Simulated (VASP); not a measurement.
# K in VASP: a series of runs, part 2 of 2

VASP 6.6.1. The steps go on from the part before.

## 4. Single point, r2SCAN

INCAR

```
SYSTEM = K
ADDGRID = .False.
ALGO = Normal
EDIFF = 1E-6
ENCUT = 450
ISIF = 2
ISMEAR = -1
LASPH = .True.
LCHARG = .False.
LMIXTAU = .True.
LREAL = .False.
LWAVE = .False.
METAGGA = R2SCAN
NBANDS = 10
NELM = 100
PREC = Accurate
SIGMA = 0.05
```

KPOINTS

```
k-points
0
Gamma
  4 4 4
  0 0 0
```

POSCAR

```
K
1.0
   -2.6491090000      2.6630490000      2.6437420000
    2.6773590000     -2.6874940000      2.6964360000
    2.7342160000      2.7726000000     -2.6681870000
K
1
Direct
   -0.0060180000      0.0074470000      0.0002300000
```

Potentials or basis: VASP PAW PBE potentials, release 64 (K_pv).

Started as:

```console
cat potpaw_PBE.64/K_pv/POTCAR > POTCAR
mpirun -np 1 vasp_std > vasp.out
```

OUTCAR:

```text
SYSTEM = K
   EDIFF = 1E-6
   ENCUT = 450
   ISIF = 2
   ISMEAR = -1
   LASPH = .True.
   LREAL = .False.
   METAGGA = R2SCAN
   NELM = 100
   PREC = Accurate

 Found     36 irreducible k-points:

 Following reciprocal coordinates:
            Coordinates               Weight
  0.000000  0.000000  0.000000      1.000000
  0.250000  0.000000 -0.000000      2.000000
  0.500000  0.000000 -0.000000      1.000000
  0.000000  0.250000  0.000000      2.000000
  0.250000  0.250000 -0.000000      2.000000
  0.500000  0.250000 -0.000000      2.000000
   k-points           NKPTS =     36   k-points in BZ     NKDIM =     36   number of bands    NBANDS=     10
   number of dos      NEDOS =    301   number of ions     NIONS =      1
   total plane-waves  NPLWV =  36864
   dimension x,y,z NGX =    32 NGY =   32 NGZ =   36
   dimension x,y,z NGXF=    64 NGYF=   64 NGZF=   72
   ions per type =               1
   NGX,Y,Z   is equivalent  to a cutoff of  11.58, 11.43, 12.68 a.u.
   NGXF,Y,Z  is equivalent  to a cutoff of  23.16, 22.86, 25.36 a.u.
 SYSTEM =  K
   PREC   = accura    normal or accurate (medium, high low for compatibility)
   ISTART =      0    job   : 0-new  1-cont  2-samecut
   ICHARG =      2    charge: 1-file 2-atom 10-const
   ISPIN  =      1    spin polarized calculation?
   LNONCOLLINEAR =      F non collinear calculations
   LSORBIT =      F    spin-orbit coupling
   LASPH  =      T    aspherical Exc in radial PAW
   ENCUT  =  450.0 eV  33.07 Ry    5.75 a.u.   7.94  8.05  8.16*2*pi/ulx,y,z
   NELM   =    100;   NELMIN=  2; NELMDL= -5     # of ELM steps
   EDIFF  = 0.1E-05   stopping-criterion for ELM
   LREAL  =      F    real-space projection
   EDIFFG = 0.1E-04   stopping-criterion for IOM
   NSW    =      0    number of steps for IOM
   IBRION =     -1    ionic relax: 0-MD 1-quasi-New 2-CG
   NFREE  =      0    steps in history (QN), initial steepest desc. (CG)
   ISIF   =      2    stress and relaxation
   ISYM   =      2    0-nonsym 1-usesym 2-fastsym
   POTIM  = 0.5000    time-step for ionic-motion
   TEBEG  =    0.0;   TEEND  =   0.0 temperature during run
   PSTRESS=    0.0 pullay stress
   NELECT =       7.0000    total number of electrons
   NUPDOWN=      -1.0000    fix difference up-down
   EMIN   =  10.00;   EMAX   =-10.00  energy-range for DOS
   EFERMI =   0.00;   METHOD = LEGACY
   ISMEAR =    -1;   SIGMA  =   0.05  broadening in eV -4-tet -1-fermi 0-gaus
   EFERMI_NEDOS =   21; number of points for ismear=-14 and -15
   IALGO  =     38    algorithm
   IMIX   =      4    mixing-type and parameters
     AMIX     =   0.40;   BMIX     =  1.00
     AMIX_MAG =   1.60;   BMIX_MAG =  1.00
  volume/ion in A,a.u.               =      78.52       529.87
  Fermi-wavevector in a.u.,A,eV,Ry     =   0.731335  1.382024  7.277098  0.534852
  Thomas-Fermi vector in A             =   1.823527
   LORBIT       =      0    0 simple, 1 ext, 2 COOP (PROOUT), +10 PAW based schemes
   METAGGA = R2SCAN    functional components
   LHFCALC =     F    Hartree Fock is set to
   AEXX    =    0.0000 exact exchange contribution
   IVDW    =     0    specifies the selected vdW correction
   LEPSILON=     F    determine dielectric tensor
   LRPA    =     F    only Hartree local field effects (RPA)
 non-spin polarized calculation
  energy-cutoff  :      450.00
  volume of cell :       78.52
 maximum number of plane-waves:      1718
   NGX = 15   NGY = 17   NGZ = 17

 number of electron       7.0000000 magnetization

 Free energy of the ion-electron system (eV)
  ---------------------------------------------------
  ext. energy  EPLUGINS =         0.00000000
  ---------------------------------------------------
  free energy    TOTEN  =        -5.92403891 eV

  energy without entropy =       -5.90115255  energy(sigma->0) =       -5.91259573

 E-fermi :  -1.2410     XC(G=0):  -5.7867

 val. band max:       -1.2430716507   @ k =   0.2500   0.5000   0.2500
 cond. band min:      -1.2363014971   @ k =   0.0000   0.5000   0.2500
 fundamental gap:      0.0067701536
 Fermi energy:        -1.2409938350

 k-point     1 :       0.0000    0.0000    0.0000
  band No.  band energies     occupation
      1     -17.4968      2.00000
      2     -17.4936      2.00000
      3     -17.4910      2.00000
      4      -3.4263      2.00000
      5       3.4698      0.00000
      6       3.5317      0.00000
      7       3.6602      0.00000
      8       4.5036      0.00000
      9       4.6043      0.00000
     10       6.8410      0.00000

 k-point     2 :       0.2500    0.0000   -0.0000
  band No.  band energies     occupation
      1     -17.5250      2.00000
      2     -17.5024      2.00000
      3     -17.4929      2.00000
      4      -2.6475      2.00000
      5       2.0001      0.00000
      6       2.7695      0.00000
      7       4.1335      0.00000
      8       4.3213      0.00000
      9       4.3990      0.00000
     10       6.6706      0.00000

 k-point     3 :       0.5000    0.0000   -0.0000
  band No.  band energies     occupation
      1     -17.5538      2.00000
      2     -17.5119      2.00000
      3     -17.4929      2.00000
      4      -0.6141      0.00001
      5      -0.5634      0.00000
      6       2.2582      0.00000
      7       4.1555      0.00000
      8       4.9158      0.00000
      9       5.1527      0.00000
     10       5.5910      0.00000

 k-point     4 :       0.0000    0.2500    0.0000
  band No.  band energies     occupation
      1     -17.5209      2.00000
      2     -17.5029      2.00000
      3     -17.4945      2.00000
      4      -2.6595      2.00000
      5       1.9447      0.00000
      6       2.7384      0.00000
      7       4.1165      0.00000
      8       4.4299      0.00000
      9       4.4562      0.00000
     10       6.6531      0.00000

 k-point     5 :       0.2500    0.2500   -0.0000
  band No.  band energies     occupation
      1     -17.5359      2.00000
      2     -17.5220      2.00000
      3     -17.4989      2.00000
      4      -1.2547      1.13585
      5       0.8144      0.00000
      6       1.3934      0.00000
      7       3.9242      0.00000
      8       4.2399      0.00000
      9       5.1852      0.00000
     10       6.0451      0.00000

 k-point     6 :       0.5000    0.2500   -0.0000
  band No.  band energies     occupation
      1     -17.5481      2.00000
      2     -17.5151      2.00000
      3     -17.4969      2.00000
      4      -1.2021      0.62949
      5       0.7877      0.00000
      6       1.4128      0.00000
      7       3.9060      0.00000
      8       4.2996      0.00000
      9       5.0656      0.00000
     10       6.2429      0.00000

 [... further k-points ...]

------------------------ aborting loop because EDIFF is reached ----------------------------------------

  FORCE on cell =-STRESS in cart. coord.  units (eV):
  Direction    XX          YY          ZZ          XY          YZ          ZX
  --------------------------------------------------------------------------------------
  -------------------------------------------------------------------------------------
  Total       -0.0029939      0.0054374     -0.0238921      0.0779057     -0.0254328      0.0317059
  in kB       -0.0610917      0.1109495     -0.4875202      1.5896716     -0.5189574      0.6469603
  external PRESSURE =      -0.1458874 kB  Pullay stress =       0.0000000 kB

 VOLUME and BASIS-vectors are now :
 -----------------------------------------------------------------------------
  energy-cutoff  :      450.00
  volume of cell :       78.52
      direct lattice vectors                 reciprocal lattice vectors
    -2.649109000  2.663049000  2.643742000    -0.003889548  0.184877607  0.188126541
     2.677359000 -2.687494000  2.696436000     0.183848792 -0.002040834  0.186277758
     2.734216000  2.772600000 -2.668187000     0.181941348  0.181121382 -0.000133391

 POSITION                                       TOTAL-FORCE (eV/Angst)
 -----------------------------------------------------------------------------------
     -2.61260      2.62765      2.64730         0.000000      0.000000     -0.000000
 -----------------------------------------------------------------------------------
    total drift:                               -0.000002      0.000022      0.000011

  FREE ENERGIE OF THE ION-ELECTRON SYSTEM (eV)
  ---------------------------------------------------
  free  energy   TOTEN  =        -5.9240389077 eV

  energy  without entropy=       -5.9011525491  energy(sigma->0) =       -5.91259573
```

OSZICAR:

```text
N       E                     dE             d eps       ncg     rms          rms(c)
DAV:   1     0.108085646461E+02    0.10809E+02   -0.27278E+03   720   0.436E+02
DAV:   2    -0.632771418270E+01   -0.17136E+02   -0.17023E+02   770   0.101E+02
DAV:   3    -0.650841493129E+01   -0.18070E+00   -0.18052E+00  1000   0.937E+00
DAV:   4    -0.650910898466E+01   -0.69405E-03   -0.69403E-03   916   0.554E-01
[... 14 lines left out ...]
DAV:  19    -0.592402695056E+01    0.16889E-04   -0.21216E-05   720   0.283E-02    0.908E-03
DAV:  20    -0.592403445838E+01   -0.75078E-05   -0.70832E-06   810   0.178E-02    0.839E-03
DAV:  21    -0.592403584126E+01   -0.13829E-05   -0.20420E-06   748   0.114E-02    0.392E-03
DAV:  22    -0.592403852926E+01   -0.26880E-05   -0.13950E-06   746   0.783E-03    0.136E-03
DAV:  23    -0.592403890767E+01   -0.37841E-06   -0.25663E-07   762   0.501E-03
   1 F= -.59240389E+01 E0= -.59125957E+01  d E =-.228864E-01
```

stdout:

```text
POSCAR found type information on POSCAR K
 POSCAR found :  1 types and       1 ions
 scaLAPACK will be used
 -----------------------------------------------------------------------------
|                                                                             |
|                                                                             |
|     You enforced a specific xc type in the INCAR file but a different       |
|     I HOPE YOU KNOW WHAT YOU ARE DOING!                                     |
|                                                                             |
 -----------------------------------------------------------------------------

 LDA part: xc-table for (None), standard interpolation
 POSCAR, INCAR and KPOINTS ok, starting setup
 FFT: planning ... GRIDC
 FFT: planning ... GRID_SOFT
 FFT: planning ... GRID
 WAVECAR not read
 entering main loop
```

It took 72 s on 1 thread of Intel Xeon Platinum 8559C (Emerald Rapids), shared host; peak memory 0.2 GiB.

The run converged, but some of its settings lie outside the range that counts as converged, so its numbers aren't taken as properties of the crystal.

What came out:

* Free energy: -5.9240 eV
* Pressure: 0.0 GPa
* Band gap on the k mesh: none (metal or under the smearing width)

Caveat: the k mesh is coarse (spacing up to 0.41 Å⁻¹), so the values aren't converged; the PAW data sets were made with another functional, which shifts forces and pressure a little.

## 5. The reference run

An earlier run on the cell as given: functional PBE; potentials or basis VASP PAW PBE potentials, release 64 (K_sv); cutoff 520 eV; k mesh 7 × 7 × 7; occupations fermi-dirac, width 0.05 eV; no spin polarisation.

* Pressure: -0.2 GPa
* Band gap on the k mesh: none (metal or under the smearing width)
